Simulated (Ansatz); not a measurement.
Results of r²SCAN (PAW; Ansatz, an electronic-structure program) for cubic perovskite BaSnO3.

Run with plane-wave cutoff 560 eV, 8×8×8 k mesh, Fermi–Dirac smearing 0.01 eV, scalar-relativistic PAW data made under PBE.

Computed at the level's own relaxed cell.

Problem. Predict the lattice parameter a, smallest direct gap on the k points sampled, pressure derivative B′ of the bulk modulus, band gap and bulk modulus B0.

Solution. 
- lattice parameter a: 4.131 Å
- smallest direct gap on the k points sampled: 2.04 eV
- pressure derivative B′ of the bulk modulus: 4.8
- band gap: 1.56 eV
- bulk modulus B0: 158 GPa

Measured, for comparison: band gap 2.95 eV (temperature not stated, not corrected to a static lattice, indirect, from the absorption edge of a single crystal; as tabulated in Kim et al. (2012), arXiv:1207.0764); lattice constant a 4.116 Å (temperature not stated, not corrected to a static lattice; as tabulated in Lee et al. (2017), arXiv:1707.09778). Computed (rounded) less measured: lattice constant a +0.4 %.

Spin–orbit coupling is not included.

Computed values are for the static lattice.

It cost about 120 core-seconds (a rough figure) of CPU time.
